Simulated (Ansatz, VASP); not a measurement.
# One calculation of BiS, two programs

Contents of INCAR:

```
SYSTEM = BiS
PREC     = Accurate       ! precision mode
ENCUT    = 600            ! plane-wave cutoff, eV
EDIFF    = 1E-7           ! SCF threshold, eV
ISMEAR   = -1             ! smearing method
SIGMA    = 0.05           ! smearing width, eV
LREAL    = .False.        ! projectors in reciprocal space
LASPH    = .True.         ! aspherical terms in the spheres
NELM     = 60             ! most SCF steps
ALGO     = Normal         ! electronic algorithm
ISIF     = 3              ! what is computed and relaxed
LWAVE    = .False.        ! write WAVECAR
LCHARG   = .False.        ! write CHGCAR
GGA      = PE             ! functional
IBRION   = 2              ! ionic algorithm
NSW      = 60             ! ionic steps
EDIFFG   = -0.01          ! ionic threshold
```

KPOINTS

```
Automatic mesh
0
Gamma
  8 8 8
  0 0 0
```

File POSCAR:

```
BiS
1.0
    2.1092708700      1.2177881000      3.5004874800
   -2.1092708700      1.2177881000      3.5004874800
    0.0000000000     -2.4355762100      3.5004874800
Bi S
1 1
Direct
    0.0000000000      0.0000000000      0.0000000000
    0.5000000000      0.5000000000      0.5000000000
```

File input.yaml:

```yaml
crystal:
  lattice:
    - [2.10927087, 1.2177881, 3.50048748]
    - [-2.10927087, 1.2177881, 3.50048748]
    - [0.0, -2.43557621, 3.50048748]
  atoms:
    - { symbol: Bi, position: [0.0, 0.0, 0.0] }
    - { symbol: S, position: [0.5, 0.5, 0.5] }
hamiltonian:
  xc: pbe
  pseudopotentials: { kind: paw }
kpoints:
  mp_grid: { grid: [8, 8, 8] }
scf:
  occupations: { method: fermi_dirac, width: 0.05 }
output:
  forces: true
  stress: true
  eigenvalues: true
relax:
  f_tol: 0.01
  max_steps: 40
  cell: { stress_tol: 0.05 }
```

The cell was built by a generator and needn't be a form met in nature.

Alike in both runs: task relaxation of cell and atoms; functional PBE; k mesh 8 × 8 × 8; occupations fermi-dirac, width 0.05 eV; no spin polarisation.

|  | VASP | Ansatz |
| --- | --- | --- |
| version | VASP 6.6.1 | Ansatz 0.2.0 |
| potentials or method | VASP PAW PBE potentials, release 64 (Bi_d, S) | Ansatz PAW |
| plane-wave cutoff (eV) | 600 | 420 |
| valence electrons in the cell | 21 | 21 |

|  | VASP | Ansatz | Ansatz less VASP |
| --- | --- | --- | --- |
| gap on the k mesh at the Fermi level, each at its own relaxed structure (eV) | none | none | - |
| relaxed volume (Å³/atom) | 25.24 | 25.24 | +0.002 |
| relaxed cell length with the largest relative difference (Å) | 4.546 | 4.546 | +0.0002 |
| energy change over the relaxation (meV/atom) | -57 | -57 | -0.3 |

A gap of «none» marks a metal or a gap that the smearing closes.

Caveats: spin-orbit coupling is left out, which moves the levels of the heavy elements; the plane-wave basis is chosen anew once the cell has moved, so the energies of steps on either side of that aren't comparable (Ansatz).
